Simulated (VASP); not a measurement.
Here is a VASP 6.6.1 calculation.

File INCAR:

```
PREC = Accurate
ENCUT = 520
EDIFF = 1E-7
ISMEAR = 0
SIGMA = 0.1
LREAL = Auto
LASPH = True
NELM = 100
ALGO = Fast
ISIF = 2
LWAVE = False
LCHARG = False
GGA = PS
NBANDS = 86
```

Contents of KPOINTS:

```
Automatic mesh
0
Gamma
  4 5 5
  0.5 0 0
```

The input POSCAR:

```
HW8C8
1.0
    0.0000000000      0.0000000000     -5.6555137123
   -2.8984787826     -5.0203125160      0.0000000000
   -2.8984787825      5.0203125161      0.0000000000
W C H
8 8 1
Direct
    0.5009375176      0.5000014514      0.4999996587
    1.0013650904      0.5000025131      0.5000003220
    0.4995579789      0.4908634518     -0.0045690520
    1.0000000509      0.5008394021      0.0004183641
    0.4995572717      1.0045706939      0.5091354013
    1.0000004045      0.9995802117      0.4991583770
    0.4995592167      1.0045690439     -0.0045679339
    1.0000000509      0.9995796812      0.0004179788
    0.2475133244      0.1666660686      0.8333319364
    0.7514997251      0.1666671837      0.8333318563
    0.2499314955      0.1689135279      0.3344536207
    0.7523977867      0.1709557389      0.3354757757
    0.2499316723      0.6655431891      0.8310856722
    0.7523976099      0.6645241392      0.8290465663
    0.2499309651      0.6655428871      0.3344537378
    0.7523970795      0.6645245028      0.3354762623
    0.5493614123      0.8333345845      0.1666665256
```

Potentials or basis: VASP PAW PBE potentials, release 64 (W_sv, C, H).

Launch:

```console
$ cat potpaw_PBE.64/W_sv/POTCAR potpaw_PBE.64/C/POTCAR potpaw_PBE.64/H/POTCAR > POTCAR
$ mpirun -np 1 vasp_std > vasp.out
```

Problem. Predict the band gap on the k mesh.

Solution. None (metal or under the smearing width).

Problem. What does it give for the pressure?

Solution. 6.4 GPa.

Problem. Predict the largest force.

Solution. 0.014 eV/Å.

Forces on the atoms (eV/Å):
```
W    0.000  0.000  0.003
W    0.000  0.000 -0.001
W    0.012  0.007  0.003
W    0.002  0.001 -0.001
W   -0.012  0.007  0.003
W   -0.002  0.001 -0.001
W    0.000 -0.014  0.003
W    0.000 -0.003 -0.001
C    0.000  0.000 -0.006
C    0.000  0.000 -0.001
C    0.003  0.002 -0.003
C    0.001  0.001  0.005
C   -0.003  0.002 -0.003
C   -0.001  0.001  0.005
C    0.000 -0.003 -0.003
C    0.000 -0.001  0.005
H    0.000  0.000 -0.009
```

Caveat: the PAW data sets were made with another functional, which shifts forces and pressure a little. Spin-orbit coupling is left out, which matters for the levels of W.
